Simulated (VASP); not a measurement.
# TiAl: equation of state with LDA

TiAl:

```
Ti Al
1.0
     2.81182    0.00000    0.00000
    -1.40591    2.43511    0.00000
     0.00000    0.00000    4.59109
Ti Al
1 1
Direct
  0.00000 0.00000 0.00000
  0.33333 0.66667 0.50000
```

The cell comes from a database or a generator and needn't be the stable form of this composition.

* Program: VASP 6.6.1
* Task: equation of state
* Functional: LDA
* Potentials or basis: VASP PAW LDA potentials, release 64 (Ti_sv, Al)
* Cutoff: 520 eV
* k mesh: 10 × 10 × 6
* Occupations: fermi-dirac, width 0.05 eV
* Spin: no spin polarisation
* Ladder: gaps
* Further INCAR settings: ALGO = Fast; EDIFF = 1e-06

```json
{
  "Equilibrium volume": "15.75 Å³/atom",
  "Bulk modulus at fixed shape and positions": "117 GPa",
  "Pressure derivative of the bulk modulus": "3.6 (rough: it moves with the points fitted)"
}
```

Energy against volume, from the lowest point:
```
volume (Å³/atom)  energy (meV/atom)
          15.089              10.68
          15.403               2.80
          15.718               0.00
          16.032               1.85
          16.346               7.93
```

All runs of the series together: 110 s on 1 thread of Intel(R) Xeon(R) Platinum 8488C (Sapphire Rapids) (shared host).

Caveat: the cell was scaled at fixed shape and fractional positions, which overstates the stiffness of a crystal with free parameters, most of all of layers and chains.
